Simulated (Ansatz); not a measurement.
Ga2O3, 10 atoms in the cell. The structure is monoclinic, space group C2/m (No. 12). The conventional cell has a = 12.214 Å, b = 3.037 Å, c = 5.798 Å, α = 90.00°, β = 103.83°, γ = 90.00°. Ga (site symmetry m) has 6 O at 1.94 to 2.07 Å as nearest neighbours. Ga (site symmetry m) has 4 O at 1.83 to 1.86 Å as nearest neighbours. O (site symmetry m) is surrounded by 3 Ga at 1.83 to 1.94 Å. Around O (site symmetry m) lie 4 Ga at 1.86 to 2.07 Å. O (site symmetry m) has 3 Ga at 1.83 to 1.94 Å as nearest neighbours. 

* Program: Ansatz 0.2.0
* Task: band structure
* Functional: PBEsol
* Potentials or basis: Ansatz PAW
* Cutoff: 420 eV (not typed: the program's choice for these potentials)
* k mesh: 9 × 9 × 5
* Occupations: fermi-dirac, width 0.05 eV
* Spin: no spin polarisation
* Path: [["X", "G", "Y"], ["L", "G", "Z"], ["N", "G", "M"], ["R", "G"]]
* Points for each segment of the path: 10

Potentials or basis: Ansatz PAW.

Command:

```console
$ ansatz run input.yaml --threads 4 --pin off --max-ram 11264MiB --backend cpu --events-out ev --progress --plain --runs-dir out
```

Hardware: 4 threads of Arm Neoverse V2, on a shared host.

Question: Estimate the wall time of this run.

Answer: It took 17 s on 4 threads of Arm Neoverse V2, with other jobs on the host, peak memory 0.87 GiB. Counts: scf iterations 8, plane waves 2037, k points 115, bands 69.
